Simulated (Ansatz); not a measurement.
Born–Oppenheimer molecular dynamics of a periodic cell of 12 atoms, AgCl (surface AgCl(111)). It goes on from the last frame of an earlier run, with new velocities.

Theory: Ansatz 0.2.0, DFT LDA, scalar-relativistic, plane waves, PAW. Settings: accuracy low, cutoff 420 eV, k mesh 2x2x1, fermi-dirac smearing 0.05 eV, no spin polarisation.

```
ensemble        : NVT, Langevin thermostat
time step       : 3 fs
steps asked     : 300
set temperature : 1800 K
friction        : 0.005 /fs
atoms held      : 1 to 4
seed            : 19518
```

Frames 15 fs apart, positions in Å, forces in eV/Å.

Velocities at 360.0 fs (Å/ps):

```
Ag 0.00 0.00 0.00
Ag 0.00 0.00 0.00
Cl 0.00 0.00 0.00
Cl 0.00 0.00 0.00
Ag 0.26 2.66 -11.56
Ag 2.03 1.55 -1.17
Cl 3.44 -4.76 -1.09
Cl -9.82 8.42 5.73
Ag -2.74 2.54 1.56
Ag 1.69 3.14 -0.50
Cl -0.49 6.62 -4.15
Cl 7.26 7.00 -5.46
```

```xyz
12
Lattice="5.3147 0.0000 0.0000 -2.2774 6.1554 0.0000 0.0000 0.0000 16.3286" Properties=species:S:1:pos:R:3:forces:R:3 time_fs=360.0 energy_less_start_eV=0.590 T=1723
Ag 2.434 5.758 1.714 0.04 0.39 0.49
Ag 2.883 1.895 1.290 0.28 -0.31 -0.21
Cl 0.206 2.272 1.000 -0.50 -0.91 0.02
Cl -0.203 5.380 2.003 0.03 0.45 -0.34
Ag 0.064 3.082 3.664 -0.37 -1.30 -0.23
Ag -0.467 5.443 4.367 0.15 1.27 -1.72
Cl 2.472 2.948 3.391 0.44 0.65 0.51
Cl 4.479 0.466 4.343 0.13 0.63 0.12
Ag 3.757 2.450 6.153 0.41 -0.28 -0.66
Ag 1.867 5.466 6.557 -0.25 0.37 -0.36
Cl -0.897 5.023 6.445 -0.21 -0.08 2.18
Cl 1.610 3.127 6.949 -0.15 -0.89 0.21
12
Lattice="5.3147 0.0000 0.0000 -2.2774 6.1554 0.0000 0.0000 0.0000 16.3286" Properties=species:S:1:pos:R:3:forces:R:3 time_fs=375.0 energy_less_start_eV=0.757 T=1767
Ag 2.434 5.758 1.714 0.05 0.39 0.54
Ag 2.883 1.895 1.290 0.29 -0.41 -0.49
Cl 0.206 2.272 1.000 -0.44 -0.96 -0.13
Cl -0.203 5.380 2.003 0.01 0.51 -0.54
Ag 0.082 3.106 3.506 -0.26 -0.93 0.03
Ag -0.435 5.492 4.345 0.12 0.83 -1.42
Cl 2.544 2.885 3.382 -0.05 1.09 0.56
Cl 4.300 0.616 4.456 0.56 0.38 -0.09
Ag 3.728 2.497 6.177 1.11 -0.56 -0.85
Ag 1.893 5.528 6.559 -0.30 0.54 -0.17
Cl -0.904 5.128 6.437 0.00 -0.05 1.95
Cl 1.689 3.215 6.871 -1.09 -0.83 0.62
12
Lattice="5.3147 0.0000 0.0000 -2.2774 6.1554 0.0000 0.0000 0.0000 16.3286" Properties=species:S:1:pos:R:3:forces:R:3 time_fs=390.0 energy_less_start_eV=0.968 T=1309
Ag 2.434 5.758 1.714 0.05 0.34 0.50
Ag 2.883 1.895 1.290 0.22 -0.34 -0.37
Cl 0.206 2.272 1.000 -0.35 -1.03 -0.38
Cl -0.203 5.380 2.003 0.01 0.60 -0.79
Ag 0.101 3.115 3.371 -0.20 -0.53 0.45
Ag -0.391 5.561 4.319 -0.13 0.24 -0.19
Cl 2.596 2.864 3.423 -0.47 1.43 0.00
Cl 4.130 0.772 4.571 1.05 -0.16 -0.42
Ag 3.709 2.530 6.195 1.34 -0.31 -0.52
Ag 1.916 5.591 6.535 -0.58 0.15 0.12
Cl -0.979 5.226 6.480 0.63 0.03 0.86
Cl 1.677 3.250 6.799 -1.57 -0.42 0.73
12
Lattice="5.3147 0.0000 0.0000 -2.2774 6.1554 0.0000 0.0000 0.0000 16.3286" Properties=species:S:1:pos:R:3:forces:R:3 time_fs=405.0 energy_less_start_eV=1.194 T=1419
Ag 2.434 5.758 1.714 0.04 0.27 0.48
Ag 2.883 1.895 1.290 0.15 -0.20 0.01
Cl 0.206 2.272 1.000 -0.26 -1.16 -0.75
Cl -0.203 5.380 2.003 -0.03 0.73 -1.23
Ag 0.096 3.127 3.254 -0.18 -0.35 0.96
Ag -0.350 5.596 4.281 -0.46 -0.05 1.07
Cl 2.603 2.944 3.476 -0.62 1.56 -0.72
Cl 3.998 0.883 4.599 1.30 -0.74 -0.52
Ag 3.737 2.567 6.207 0.63 0.46 0.15
Ag 1.942 5.638 6.496 -1.07 0.07 0.10
Cl -1.061 5.305 6.556 1.40 0.01 -0.02
Cl 1.582 3.301 6.739 -0.91 -0.61 0.46
12
Lattice="5.3147 0.0000 0.0000 -2.2774 6.1554 0.0000 0.0000 0.0000 16.3286" Properties=species:S:1:pos:R:3:forces:R:3 time_fs=420.0 energy_less_start_eV=1.167 T=1291
Ag 2.434 5.758 1.714 0.04 0.21 0.54
Ag 2.883 1.895 1.290 0.11 -0.12 0.29
Cl 0.206 2.272 1.000 -0.20 -1.37 -1.20
Cl -0.203 5.380 2.003 -0.07 0.89 -1.51
Ag 0.077 3.131 3.170 -0.23 -0.17 1.55
Ag -0.306 5.630 4.269 -0.57 -0.20 1.73
Cl 2.585 3.110 3.480 -0.48 1.42 -0.97
Cl 3.955 0.975 4.543 1.20 -0.82 -0.42
Ag 3.793 2.581 6.246 0.09 0.87 0.42
Ag 1.955 5.691 6.457 -1.16 -0.27 -0.04
Cl -1.077 5.375 6.686 1.33 -0.03 -0.47
Cl 1.427 3.286 6.693 -0.05 -0.42 0.08
12
Lattice="5.3147 0.0000 0.0000 -2.2774 6.1554 0.0000 0.0000 0.0000 16.3286" Properties=species:S:1:pos:R:3:forces:R:3 time_fs=435.0 energy_less_start_eV=0.821 T=1763
Ag 2.434 5.758 1.714 0.03 0.15 0.61
Ag 2.883 1.895 1.290 0.10 -0.12 0.43
Cl 0.206 2.272 1.000 -0.19 -1.50 -1.51
Cl -0.203 5.380 2.003 -0.05 1.00 -1.29
Ag 0.069 3.106 3.136 -0.39 0.06 1.93
Ag -0.274 5.684 4.304 -0.60 -0.40 1.56
Cl 2.557 3.367 3.380 0.02 0.80 -0.70
Cl 3.988 0.994 4.487 0.80 0.10 -0.63
Ag 3.849 2.617 6.280 -0.01 0.80 0.22
Ag 1.946 5.768 6.417 -0.61 -0.74 0.23
Cl -1.040 5.402 6.810 0.49 0.07 -0.68
Cl 1.287 3.244 6.645 0.41 -0.23 -0.17
12
Lattice="5.3147 0.0000 0.0000 -2.2774 6.1554 0.0000 0.0000 0.0000 16.3286" Properties=species:S:1:pos:R:3:forces:R:3 time_fs=450.0 energy_less_start_eV=0.651 T=2062
Ag 2.434 5.758 1.714 0.02 0.33 0.46
Ag 2.883 1.895 1.290 0.09 -0.13 0.47
Cl 0.206 2.272 1.000 -0.19 -1.51 -1.46
Cl -0.203 5.380 2.003 0.01 1.20 -0.96
Ag 0.063 3.115 3.134 -0.37 0.12 1.92
Ag -0.242 5.764 4.355 -0.59 -0.47 1.16
Cl 2.550 3.641 3.216 0.18 0.05 -0.27
Cl 4.089 0.978 4.436 0.53 0.72 -0.79
Ag 3.913 2.653 6.316 -0.07 0.61 0.01
Ag 1.942 5.832 6.394 -0.29 -0.97 0.53
Cl -0.992 5.465 6.900 -0.04 0.15 -0.79
Cl 1.132 3.155 6.588 0.72 -0.09 -0.29
12
Lattice="5.3147 0.0000 0.0000 -2.2774 6.1554 0.0000 0.0000 0.0000 16.3286" Properties=species:S:1:pos:R:3:forces:R:3 time_fs=465.0 energy_less_start_eV=0.777 T=2025
Ag 2.434 5.758 1.714 -0.03 1.46 -0.38
Ag 2.883 1.895 1.290 0.08 -0.15 0.45
Cl 0.206 2.272 1.000 -0.20 -1.48 -1.36
Cl -0.203 5.380 2.003 0.10 1.40 -0.50
Ag 0.060 3.137 3.146 -0.25 0.18 1.71
Ag -0.215 5.851 4.425 -0.33 -0.35 0.71
Cl 2.543 3.853 3.014 0.17 -1.40 0.69
Cl 4.260 1.012 4.295 0.16 0.41 -0.19
Ag 3.980 2.691 6.375 -0.50 0.31 -0.21
Ag 1.952 5.867 6.372 -0.23 -0.62 0.19
Cl -0.960 5.553 6.984 -0.14 0.13 -0.89
Cl 1.031 3.077 6.489 1.18 0.10 -0.23
12
Lattice="5.3147 0.0000 0.0000 -2.2774 6.1554 0.0000 0.0000 0.0000 16.3286" Properties=species:S:1:pos:R:3:forces:R:3 time_fs=480.0 energy_less_start_eV=1.437 T=1228
Ag 2.434 5.758 1.714 -0.17 3.99 -1.96
Ag 2.883 1.895 1.290 0.08 -0.17 0.39
Cl 0.206 2.272 1.000 -0.26 -1.38 -1.09
Cl -0.203 5.380 2.003 0.25 1.53 -0.12
Ag 0.092 3.183 3.190 -0.08 0.25 1.22
Ag -0.198 5.921 4.494 -0.11 -0.22 0.33
Cl 2.561 3.974 2.820 0.20 -4.07 2.29
Cl 4.440 1.065 4.158 -0.27 -0.08 0.36
Ag 4.039 2.726 6.431 -1.26 0.09 -0.29
Ag 1.979 5.876 6.361 -0.45 -0.27 -0.24
Cl -1.005 5.647 6.997 0.22 -0.04 -0.76
Cl 0.979 3.029 6.356 1.85 0.38 -0.13
12
Lattice="5.3147 0.0000 0.0000 -2.2774 6.1554 0.0000 0.0000 0.0000 16.3286" Properties=species:S:1:pos:R:3:forces:R:3 time_fs=495.0 energy_less_start_eV=1.271 T=1210
Ag 2.434 5.758 1.714 -0.05 3.38 -1.39
Ag 2.883 1.895 1.290 0.14 -0.33 0.24
Cl 0.206 2.272 1.000 -0.35 -1.32 -0.92
Cl -0.203 5.380 2.003 0.17 1.50 0.08
Ag 0.124 3.226 3.241 -0.11 0.34 0.85
Ag -0.195 5.964 4.554 -0.02 -0.15 0.01
Cl 2.536 3.893 2.765 0.37 -3.02 1.83
Cl 4.547 1.136 4.105 -0.55 -0.57 0.53
Ag 4.083 2.747 6.476 -0.98 0.07 -0.37
Ag 2.009 5.877 6.345 -0.82 -0.17 -0.47
Cl -1.037 5.771 6.956 0.69 -0.27 -0.45
Cl 1.041 3.022 6.184 1.49 0.55 0.06
12
Lattice="5.3147 0.0000 0.0000 -2.2774 6.1554 0.0000 0.0000 0.0000 16.3286" Properties=species:S:1:pos:R:3:forces:R:3 time_fs=510.0 energy_less_start_eV=0.884 T=1549
Ag 2.434 5.758 1.714 0.07 1.16 -0.08
Ag 2.883 1.895 1.290 0.27 -0.67 -0.13
Cl 0.206 2.272 1.000 -0.46 -1.26 -0.81
Cl -0.203 5.380 2.003 0.05 1.32 0.21
Ag 0.157 3.257 3.300 -0.50 0.31 0.62
Ag -0.193 5.988 4.606 0.03 -0.11 -0.27
Cl 2.505 3.668 2.841 0.81 0.01 0.74
Cl 4.587 1.157 4.091 -0.62 -0.85 0.68
Ag 4.084 2.754 6.518 -0.13 0.10 -0.72
Ag 2.021 5.883 6.352 -0.87 -0.19 -0.58
Cl -1.032 5.918 6.945 0.80 -0.39 -0.19
Cl 1.188 3.068 6.004 0.55 0.57 0.54
12
Lattice="5.3147 0.0000 0.0000 -2.2774 6.1554 0.0000 0.0000 0.0000 16.3286" Properties=species:S:1:pos:R:3:forces:R:3 time_fs=525.0 energy_less_start_eV=0.944 T=1223
Ag 2.434 5.758 1.714 0.07 0.48 0.32
Ag 2.883 1.895 1.290 0.40 -1.14 -0.75
Cl 0.206 2.272 1.000 -0.48 -1.17 -0.58
Cl -0.203 5.380 2.003 0.11 1.08 0.30
Ag 0.170 3.283 3.383 -0.50 0.32 0.30
Ag -0.162 6.022 4.638 0.03 -0.09 -0.43
Cl 2.553 3.462 2.907 0.60 1.40 0.76
Cl 4.561 1.155 4.129 -0.43 -0.83 0.66
Ag 4.063 2.784 6.548 0.06 0.07 -0.93
Ag 2.026 5.907 6.385 -0.78 -0.22 -0.54
Cl -1.012 6.055 6.938 0.77 -0.37 -0.04
Cl 1.373 3.204 5.876 0.17 0.47 0.93
```

Of the whole run (900 fs, mean temperature of the second half 1766 K): A run of 0.9 ps of so small a system gives no equilibrium averages. Limits of this set-up: coarse k mesh, thin slab, slab without dipole correction, low accuracy level.

Time of the run: 13 min on 2 threads of Intel(R) Xeon(R) Platinum 8488C (Sapphire Rapids) (shared host), peak memory 0.99 GiB.
